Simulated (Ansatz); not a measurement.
Input of an Ansatz 0.2.0 run:

input.yaml

```yaml
crystal:
  lattice:
    - [3.145, -2.25, 0.0]
    - [3.145, 2.25, 0.0]
    - [0.0, 0.0, 8.21]
  atoms:
    - { symbol: Cl, position: [0.37, 0.63, 0.4] }
    - { symbol: Cl, position: [0.13, 0.87, 0.9] }
    - { symbol: Cl, position: [0.63, 0.37, 0.6] }
    - { symbol: Cl, position: [0.87, 0.13, 0.1] }
hamiltonian:
  xc: pbe
  pseudopotentials: { kind: paw }
kpoints:
  mp_grid: { grid: [7, 7, 4] }
scf:
  occupations: { method: fermi_dirac, width: 0.05 }
output:
  forces: true
  stress: true
  eigenvalues: true
  write_density: true
  write_potential: true
  elf: true
  volumetric_format: npy
```

Potentials or basis: Ansatz PAW.

Run with:

```sh
$ ansatz run input.yaml --threads 2 --pin off --max-ram 5120MiB --backend cpu --events-out ev --progress --plain --runs-dir out
```

Problem. Predict the band gap on the k mesh.

Solution. 2.49 eV, indirect (least direct gap 2.55 eV).

Problem. Predict the pressure.

Solution. 0.7 GPa.

Problem. Predict the largest force.

Solution. 0.098 eV/Å.

Forces in eV/Å, atoms in the order of the input:
```
Cl   0.000 -0.056 -0.080
Cl   0.000  0.056 -0.080
Cl   0.000  0.056  0.080
Cl   0.000 -0.056  0.080
```

Caveat: odd divisions of the mesh miss points on the zone boundary, where band edges often lie, so the gap on the mesh can be too wide. A k mesh can miss the band edges.
